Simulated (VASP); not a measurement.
**GaP: evGW0 quasiparticle levels with PBE**

GaP:

```xyz
2
Lattice="0.0000 2.7252 2.7252 2.7252 0.0000 2.7252 2.7252 2.7252 0.0000" Properties=species:S:1:pos:R:3 pbc="T T T"
Ga    0.0000    0.0000    0.0000
P     4.0879    4.0879    4.0879
```

- Program: VASP 6.6.1
- Task: evGW0 quasiparticle levels
- Functional: PBE
- Potentials or basis: VASP PAW PBE potentials, release 64 (Ga_d_GW, P_GW)
- Cutoff: 500 eV
- k mesh: 4 × 4 × 4
- Occupations: gaussian, width 0.01 eV
- Spin: no spin polarisation
- Ladder: gaps
- GW scheme: evGW0
- GW iterations: 4
- Cutoff of the response function: 200
- Frequency points: 50
- Empty bands: 260
- Further INCAR settings: ALGO = EVGW0; EDIFF = 1e-08; NBANDS = 269

- Band gap on the k mesh, mean-field level: 1.63 eV, indirect (least direct gap 1.82 eV)
- Quasiparticle gap: 2.28 eV
- Least direct quasiparticle gap: 2.85 eV

Levels at points of the mesh, in eV from the valence-band top:
```csv
k point,band 7,band 8,band 9,band 10,band 11,band 12
"(0.00, 0.00, 0.00)",0.00,0.00,0.00,1.82,3.86,3.86
"(0.50, 0.00, 0.00)",-6.65,-1.12,-1.12,1.66,4.69,4.69
"(0.50, 0.50, 0.00)",-6.78,-2.69,-2.69,1.63,1.80,10.56
```

Quasiparticle gap after each update of the energies (eV): 2.17, 2.26, 2.28, 2.28

Run time: 3.8 min on 4 MPI ranks on Intel(R) Xeon(R) 6975P-C (Granite Rapids) (shared host), peak memory 0.55 GiB a rank.

Caveat: the k mesh is coarse (spacing up to 0.50 Å⁻¹), so the values aren't converged; bands, screening cutoff and mesh are small and nothing is extrapolated, so the quasiparticle values aren't converged. A k mesh can miss the band edges.
